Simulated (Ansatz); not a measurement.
GaAs built on the zincblende prototype, relaxed with r2SCAN in Ansatz 0.2.0: space group F-43m (No. 216), cubic; a = 5.666 Å in the conventional setting, 22.74 Å³ an atom. Around Ga lie 4 As at 2.45 Å; around As lie 4 Ga at 2.45 Å. The primitive cell holds 2 atoms in 45.48 Å³. The values are computed, non-magnetic, and not measurements.

Computed values: Without spin-orbit coupling PBE's valence top is a threefold level at Γ and the gap is 0.466 eV; with it the level splits into four states above two, Δ₀ = 0.334 eV apart. HSE06 (6×6×6) gives a least gap of 1.36 eV, direct. r2SCAN's ε∞ is 11.63.

**If the centre of gravity stays and the conduction band doesn't move, what gap follows with spin-orbit coupling?** The fourfold level rises by Δ₀/3 = 0.111 eV and the twofold one falls by 2Δ₀/3, so E_g ≈ 0.466 − 0.111 = 0.355 eV. The PBE+SOC run gives 0.358 eV, +0.003 eV from the estimate.

**At what wavelength does absorption set in by HSE06, excitons left aside?** λ = 1239.84 eV nm/E: 912 nm for the least gap. That lies in the infrared.

**What refractive index and reflectivity at normal incidence follow, below the gap and above the phonons?** n = √11.63 = 3.410; R = ((n − 1)/(n + 1))² = (2.410/4.410)² = 29.9 % a face.

Only the levels marked +SOC include spin-orbit coupling.

The meshes of the hybrids are coarse, so their gaps aren't converged to the digits shown.
